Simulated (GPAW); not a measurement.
The O K edge of atom 3 in BaTiO3 (P4/mmm), with 2 Ti at 2.00 Å (linear, site symmetry mmm), was computed in 2 ways: full core hole (charged cell) and no core hole. Program and functional: GPAW, PBE, Gaussian full width 0.9 eV up to 4 eV, rising linearly to 3.5 eV at 25 eV; cells of 5 and 10 atoms (the run without a hole in the smaller).

Each run is counted from its own lowest empty level or Fermi level and scaled to a mean of 1 over its first 20 eV.

```
E (eV)  run 1  run 2
  -2.0   0.00   0.00
  -1.5   0.00   0.00
  -1.0   0.00   0.00
  -0.5   0.01   0.00
   0.0   0.08   0.08
   0.5   0.40   0.38
   1.0   1.04   0.91
   1.5   1.22   1.79
   2.0   0.79   1.61
   2.5   0.69   0.66
   3.0   0.82   0.44
   3.5   0.71   0.56
   4.0   0.79   0.68
   4.5   1.15   0.93
   5.0   1.40   1.35
   5.5   1.41   1.57
   6.0   1.38   1.49
   6.5   1.53   1.42
   7.0   1.52   1.55
   7.5   1.16   1.52
   8.0   0.69   1.10
   8.5   0.37   0.65
   9.0   0.25   0.42
   9.5   0.29   0.36
  10.0   0.42   0.40
  10.5   0.63   0.50
  11.0   0.93   0.66
  11.5   1.25   0.83
  12.0   1.53   1.00
  12.5   1.68   1.16
  13.0   1.67   1.26
  13.5   1.55   1.29
  14.0   1.40   1.28
  14.5   1.32   1.26
  15.0   1.27   1.23
  15.5   1.21   1.19
  16.0   1.12   1.13
  16.5   1.01   1.07
  17.0   0.92   1.03
  17.5   0.87   1.03
  18.0   0.85   1.03
  18.5   0.82   1.01
  19.0   0.76   0.93
  19.5   0.68   0.80
  20.0   0.58   0.66
  20.5   0.50   0.53
  21.0   0.45   0.44
  21.5   0.42   0.39
  22.0   0.42   0.37
  22.5   0.44   0.37
  23.0   0.45   0.38
  23.5   0.47   0.38
  24.0   0.48   0.38
  24.5   0.50   0.39
  25.0   0.52   0.39
  25.5   0.54   0.40
  26.0   0.58   0.42
  26.5   0.61   0.44
  27.0   0.66   0.46
  27.5   0.70   0.48
  28.0   0.75   0.51
  28.5   0.80   0.55
  29.0   0.86   0.58
  29.5   0.91   0.62
  30.0   0.97   0.67
  30.5   1.02   0.71
  31.0   1.06   0.76
  31.5   1.10   0.81
  32.0   1.13   0.85
```

**Question.** Which run is which?

Run 1: full core hole (charged cell) (area from −2 to 6 eV 5.6, main maxima 1.3 eV (1.26), 5.3 eV (1.44), 6.7 eV (1.57) and 12.7 eV (1.70)). Run 2: no core hole (area from −2 to 6 eV 5.9, main maxima 1.7 eV (1.92), 5.6 eV (1.57), 7.2 eV (1.58) and 13.5 eV (1.29)). With each curve scaled to its own mean, the area from −2 to 6 eV with the hole is 5.6 against 5.9, and the centre of weight from −1 to 20 eV moves by +0.1 eV (first and strongest maxima below 20 eV: 1.7 eV (1.92), 5.6 eV (1.57) and 7.2 eV (1.58) without the hole, 1.3 eV (1.26), 5.3 eV (1.44), 6.7 eV (1.57) and 12.7 eV (1.70) with it); the shape changes all the same, by 25 % r.m.s.

[Banner, clock and machine lines of the logs are left out without a mark of their own.]

[Logs are printed without paths, hosts, clocks, repeated set-up lines and the standing remarks that a program may print on its own settings, such as how far it seeks lower states.]

[Hosts, paths, dates, database ids (printed as entryN), source tags and the programs' standing remarks are cut or masked in the printed files.]

[Lists of maxima count a maximum above −3 eV only where it reaches 4 % of the highest in the window and stands out from its surroundings by 2 % of it (1.5 % where it reaches 55 %); shoulders and weaker maxima are passed over, and of the rest the first, up to two pre-edge ones and the few strongest are named.]
